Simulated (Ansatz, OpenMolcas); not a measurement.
A ladder of methods for C5H8O2 (methyl methacrylate)

C5H8O2 has 15 atoms, charge 0, and is taken as a singlet. SMILES: `C=C(C)C(=O)OC`. The coordinates come from a PBE0-D4/def2-TZVP relaxation. This is one conformer, not always the lowest.

```xyz
15

C    -2.1155    0.7661    0.4912
C    -0.9803    0.0741    0.4729
C    -0.7039   -1.1020    1.3514
C     0.0660    0.5189   -0.4919
O    -0.0314    1.4463   -1.2528
O     1.1614   -0.2515   -0.4164
C     2.2122    0.1049   -1.3058
H    -2.9231    0.5038    1.1647
H    -2.2510    1.6101   -0.1739
H    -0.4923   -1.9953    0.7590
H     0.1747   -0.9285    1.9774
H    -1.5584   -1.3054    1.9973
H     1.8767    0.0400   -2.3418
H     3.0147   -0.6054   -1.1194
H     2.5502    1.1239   -1.1119
```

Each level gives the energy change with the C2–C3 bond stretched from 1.494 to 1.718 Å (eV). The values are calculated.

| level | kind | program | value (eV) | CPU time (all runs) |
| --- | --- | --- | --- | --- |
| M06-L/6-31G* (spherical functions) (restricted) | meta-GGA | OpenMolcas | 0.53 | 4.3 min |
| M06-2X/6-31G* (spherical functions) (restricted) | hybrid meta-GGA | OpenMolcas | 0.51 | 3.7 min |
| PBE0/6-31G* (spherical functions) (restricted) | global hybrid | OpenMolcas | 0.52 | 2.9 min |
| r2SCAN0/6-31G* (spherical functions) (restricted) | hybrid meta-GGA | Ansatz | 0.55 | 59 s |
| B3LYP/6-31G* (Cartesian functions) (restricted) | global hybrid | Ansatz | 0.46 | 34 s |
| RPA@PBE0/6-31G* (spherical functions) (restricted) | RPA | Ansatz | 0.47 | 61 s |
| MP2/6-31G* (spherical functions) (restricted) | perturbation theory | OpenMolcas | 0.52 | 37 s |
| CCSD/6-31G* (spherical functions) (restricted) | coupled cluster or CI | Ansatz | 0.49 | 2.5 min |

The first shape isn't each level's own minimum. The values span 0.46 to 0.55 eV. CPU times are rough (shared hosts, several kinds of processor): they show what a rung costs within a factor of a few.
